Q: All twelve crystals have the same bcc arrangement of atoms. I would have thought that the less volume each atom has, the stiffer the solid. Is that what the calculation gives?

Twelve elements in the bcc structure, computed with Ansatz 0.2.0 (all-electron LAPW, PBE, scalar-relativistic, Fermi-Dirac smearing of 0.03 to 0.08 eV, k meshes from 14×14×14 to 20×20×20); only Ni is spin-polarized. B0 is the bulk modulus at the zero-pressure volume V0, from a Birch-Murnaghan fit to pressures at several volumes within 6 % of the given cell.

```
crystal  space group           given cell  volume of the given cell (Å³/atom)  V0, LAPW (Å³/atom)  B0, LAPW (GPa)  net moment of the cell (none: run without spin) (muB)
      B          229     relaxed with PAW                               6.144               6.142             230                                                   none
     Ni          229     relaxed with PAW                               11.00               11.00             191                                                   0.56
     Cu          229     relaxed with PAW                               12.01               12.00             139                                                   none
     Rh          229     relaxed with PAW                               14.47               14.47             233                                                   none
     Ir          229     relaxed with PAW                               15.06               15.05             306                                                   none
     Pt          229     relaxed with PAW                               15.82               15.82             237                                                   none
     Mo          229  measured cell (COD)                               15.51               15.78             260                                                   none
      W          229  measured cell (COD)                               16.30               16.16             301                                                   none
     Ti          229  measured cell (COD)                               17.68               17.26             106                                                   none
     Ta          229  measured cell (COD)                               18.01               18.29             194                                                   none
     Ge          229     relaxed with PAW                               19.14               19.15            65.2                                                   none
     Sn          229     relaxed with PAW                               27.58               27.59            45.1                                                   none
```

A: Only loosely. B0 is the bulk modulus, the resistance to uniform squeezing, taken at V0, the volume per atom at which the pressure vanishes. Ir, Pt, Mo, W, Ti and Ta have values of V0 that differ by about a fifth at most, yet their B0 runs from 106 GPa for Ti to 306 GPa for Ir. Ti even has a slightly smaller cell than Ta and is much the softer of the two. Something other than room per atom is at work.

Q: Can you take the plain effect of volume out, so that I see what is left?

A: Yes. Let E be the energy per atom and V the volume per atom. What matters is how fast E rises when the volume changes by a given fraction, so we differentiate with respect to ln V:

dE/d(ln V) = V dE/dV
d²E/d(ln V)² = V dE/dV + V² d²E/dV²

At V0 the first term on the right vanishes, because the energy is at its minimum. The bulk modulus is B0 = V0 d²E/dV², so

B0 V0 = d²E/d(ln V)²

The product B0 V0 is therefore an energy per atom, which I shall call the curvature. If two elements had the same curvature, the one with the larger atoms would be softer in inverse proportion to its volume: the same energy cost would be spread over more space.

Q: Does any pair of elements behave that way?

A: Ge and Sn do. Both bond through four outer s and p electrons, so let us assume that Sn has the curvature of Ge. Only the Ge modulus and the two volumes then enter:

B0(Sn) ≈ 65.2 GPa × 19.15 / 27.59 = 45.3 GPa

The calculation gives 45.1 GPa. The agreement is closer than the argument deserves, since similar outer electrons make similar curvatures plausible but do not force them to be equal, and a gap of 0.2 GPa is smaller than such fits can be expected to resolve.

Q: And boron, which has by far the smallest cell?

A: The same estimate, again starting from Ge, comes out 12 % below the computed B0 of boron. That is fair for an element with three outer electrons instead of four and a volume less than a third as large. Boron is thus stiff because its bonds are packed into little space, not because its curvature is exceptional. Rhodium reaches about the same modulus with 2.4 times the volume per atom, so its curvature must be far larger.

Q: Is that true of the transition metals in general?

A: All the transition metals here, and copper with them, are stiffer than the estimate from Ge allows. The excess is smallest for Cu, a factor of 1.3, and largest for W, a factor of 3.9. The printed analysis after this exchange gives the comparison for every row. What these elements have and B, Ge and Sn lack is a d shell that takes part in the bonding, or in copper lies close below the highest filled levels.

Q: Why should d electrons make a solid hard to compress?

A: When atoms meet, their d levels spread into a band. States in its lower part are bonding and pull the atoms together; states in its upper part are antibonding and undo that pull. The overlap of d orbitals changes steeply with distance, so the pull does too. At V0 it is balanced by a repulsion that rises more steeply still. A strong pull needs an equally strong push against it, and where two strong, steep forces balance, a small change of volume costs much energy.

Q: Then the stiffness should depend on how many electrons are in the band. Do the numbers show it?

A: They show a rise on one side and a fall on the other. From Ta to W one electron is added, and B0 grows by 55 %. The smaller cell of W alone, at fixed curvature, would give only 13 %, since 18.29/16.16 = 1.13; the rest is a larger curvature, as expected when bonding states are being filled. From Ir to Pt one electron is again added, but B0 drops by 23 %. The larger cell of Pt accounts for only about 5 %; the curvature itself falls from 28.74 to 23.4 eV, as expected when the new electron enters antibonding states.

Q: Where is the top of the curve?

A: Somewhere between Ta and Pt, but the table can't place it, because Re and Os are not in it. Nor would I rank W against Ir: they differ by 5 GPa, spin-orbit coupling is left out for both (as it is for Ta and Pt), and the number of electrons treated as valence in W changes from 44 to 38 across its volumes. Their near equality does show a limit of the simple picture, for even with the volume taken out, the curvature of W is only 6 % above that of Ir. A band about half full, as in W, should bond distinctly better than the fuller band of Ir. Ir is not alone: the curvature of Pt (23.4 eV) exceeds that of Ta (22.15 eV), and that of Ni (13.11 eV) exceeds that of Ti (11.42 eV), although nearly full bands should hold less net bond. Filling thus matches the direction of each step, but not the height of the late metals against the early ones. A steeper repulsion between fuller d shells could make up the difference, but that is a guess which these numbers do not test.

Q: What happens down a column of the periodic table? I expect larger atoms to be softer, as with Ge and Sn.

A: Here the two kinds of bonding part company. From Ge to Sn the volume grows by 44 % and B0 falls by 31 %. From Ni to Pt the volume grows by the same 44 %, yet B0 rises by 24 %. Mo to W and Rh to Ir also become stiffer, although the cell grows slightly in both.

The usual explanation is the reach of the d orbitals. The 3d orbitals of Ni are compact and overlap weakly with those of the neighbours, while the 5d orbitals of Pt extend further out and bond more strongly, even across the longer distance. One reservation concerns Ni, which is magnetic here, with a moment of 0.56 Bohr magnetons. Without a non-magnetic run of Ni, I can't say how much of the contrast with Pt comes from magnetism. The reverse doubt touches Rh and Ir, which were run without spin. At the same smearing width the entropy term of Rh is about six times that of Mo, a sign of many states at the Fermi level, and whether these cells would turn magnetic was not tested.

Q: Copper sits next to nickel and has nearly the same volume. Why is it so much softer?

A: Its d band is full. The five lowest valence bands of Cu, which hold ten electrons, end 1.3 eV below the highest filled levels, and the eleventh electron goes into a sixth, broader band that starts among them and rises well past those levels. The bands are counted by energy and mix s and d character: at the zone centre a single s-like level lies lowest, with the five d levels above it, all occupied. With bonding and antibonding d states all occupied, the net d bond is expected to be largely lost. B0 is 27 % lower than in Ni while the volume is 9 % larger, so the curvature falls by about a fifth, from 13.11 to 10.41 eV. Copper still lies above the estimate from Ge, although it has only one electron outside the d shell where Ge has four outer electrons. This suggests that a full d shell is not inert: it can mix with the outer electrons, and it resists being pushed into its neighbours.

Q: And titanium, which you said is softer than tantalum in a smaller cell?

A: Two causes point the same way. Ti has one valence electron fewer, so fewer bonding states are filled, and its d orbitals are the compact 3d kind. Together they go with a modulus 45 % below that of Ta. To separate them one would need V, which shares the electron count of Ta, or Hf, which shares that of Ti. The fit for Ta is not in doubt here: V0 lies 1.6 % above the given cell, but the computed volumes run from below V0 to about 4 % above it, so B0 is an interpolation. Spin-orbit coupling is left out for Ta, which I would not expect to disturb so large a contrast, though no run here tests it.

Q: May I use these moduli for the materials in my plant?

A: For Mo, W and Ta the crystal structure is at least the ordinary one. At ordinary pressure, pure titanium takes the bcc form only when hot, and at absolute zero that form is unstable against distortion. The other eight are held in a structure that they do not normally adopt; the Ge here, for instance, is not the familiar semiconductor. For these nine elements B0 describes uniform squeezing of an imposed cubic cell, and a positive value doesn't mean that the cell would survive a shear.

Q: How would I guess the order in another series, say the 4d metals in their normal structures?

A: Start with the filling of the d band. Expect stiffness to be low at Zr, to climb through Nb and Mo to a broad maximum somewhat past the middle of the row, near Tc and Ru, and then to fall through Rh and Pd to Ag, whose d shell is full. The 5d row follows the same course at generally higher values, because its orbitals reach further. For elements without d bonding, begin instead with the volume per atom and compare only those with the same number of outer electrons and the same crystal structure.

Output of the analysis:

```
Stiffness and energy curvature:
  row  valence electrons  B0 times V0 in eV per atom  B0 from Ge by 1/V in GPa  B0 over this estimate  V0 against given cell in percent
    B                  3                       8.817                     203.3                  1.131                          -0.03255
   Ni                 10                       13.11                     113.5                  1.683                                 0
   Cu                 11                       10.41                       104                  1.336                          -0.08326
   Rh                  9                       21.04                     86.29                    2.7                                 0
   Ir                  9                       28.74                     82.96                  3.688                           -0.0664
   Pt                 10                        23.4                     78.92                  3.003                                 0
   Mo                  6                       25.61                     79.12                  3.286                             1.741
    W                  6                       30.36                     77.26                  3.896                           -0.8589
   Ti                  4                       11.42                     72.34                  1.465                            -2.376
   Ta                  5                       22.15                     68.27                  2.842                             1.555
   Ge                  4                       7.793                      65.2                      1                           0.05225
   Sn                  4                       7.766                     45.25                 0.9966                           0.03626
Rank correlation of B0 with V0 over all rows: -0.3776
Number of rows with V0 between 15 and 18.5 cubic angstrom: 6
Largest over smallest V0 among these rows: 1.215
Largest over smallest B0 among these rows: 2.887
Largest over smallest V0 among B and Ge and Sn: 4.492
Largest over smallest B0 among B and Ge and Sn: 5.1
Estimate less computed B0 for B in percent: -11.61
Estimate less computed B0 for Sn in percent: 0.3432
Change of V0 from Ge to Sn in percent: 44.07
Change of B0 from Ge to Sn in percent: -30.83
Change of V0 from Ni to Pt in percent: 43.82
Change of B0 from Ni to Pt in percent: 24.08
Change of B0 from Mo to W in percent: 15.77
Change of B0 from Rh to Ir in percent: 31.33
Change of B0 from Ta to W in percent: 55.15
Change of V0 from Ta to W in percent: -11.65
Change of B0 from Ir to Pt in percent: -22.55
Change of V0 from Ir to Pt in percent: 5.116
Change of B0 from Ni to Cu in percent: -27.23
Change of V0 from Ni to Cu in percent: 9.091
B0 of Ti against Ta in percent: -45.36
V0 of Ti against Ta in percent: -5.631
V0 of Rh over V0 of B: 2.356
Fermi level of Cu above the top of its five lowest valence bands in eV: 1.33
```
